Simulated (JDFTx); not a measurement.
## P under changes of volume

One of the cells (20.458 Å³/atom); the others are scaled copies at fixed shape and fractional positions:

```xyz
4
Lattice="1.6477 -5.4650 0.0000 1.6477 5.4650 0.0000 0.0000 0.0000 4.5436" Properties=species:S:1:pos:R:3 pbc="T T T"
P     1.6477   -4.4173    2.6754
P     1.6477    4.4173    1.8683
P     1.6477   -1.0477    0.4035
P     1.6477    1.0477    4.1401
```

| Quantity | Value |
| --- | --- |
| Program | JDFTx 1.7.0 (patched build) |
| Functional | PBEsol |
| Potentials or basis | PseudoDojo-SR-PBEsol-0.4.1-standard with smoothed tails |
| Cutoff | 599 eV |
| Density cutoff | 4789 eV |
| k mesh | 8 × 8 × 6 |
| Occupations | fermi-dirac, width 0.05 eV |
| Spin | no spin polarisation |

```csv
volume (Å³/atom),energy over the lowest point (meV/atom),pressure (GPa),gap on the mesh (eV),largest force (eV/Å)
19.230,?,?,?,?
19.639,4.84,2.6,0.04,0.654
20.049,0.33,0.9,0.02,0.465
20.458,0.00,-0.6,0.01,0.297
20.867,3.42,-2.0,0.04,0.165
21.276,10.22,-3.3,0.07,0.146
21.685,20.03,-4.4,0.11,0.246
```

Question: What does the run at 19.230 Å³/atom give?

Answer: Energy over the lowest point 14.01 meV/atom; pressure 4.6 GPa; gap on the mesh 0.05 eV; largest force 0.860 eV/Å.

Worked out: A Birch-Murnaghan fit of order 3 (a polynomial in V^(-2/3)) to the other rows has its minimum at 20.29 Å³/atom with B0 = V·E''(V) = 76 GPa and B' = 4.3 at fixed shape and positions, which overstates the stiffness. It gives 14.00 meV/atom at 19.230 Å³/atom, against the run's 14.01, and -dE/dV = 4.6 GPa, against 4.6.

Energies are extrapolated to zero smearing.

A mesh can miss the band edges.
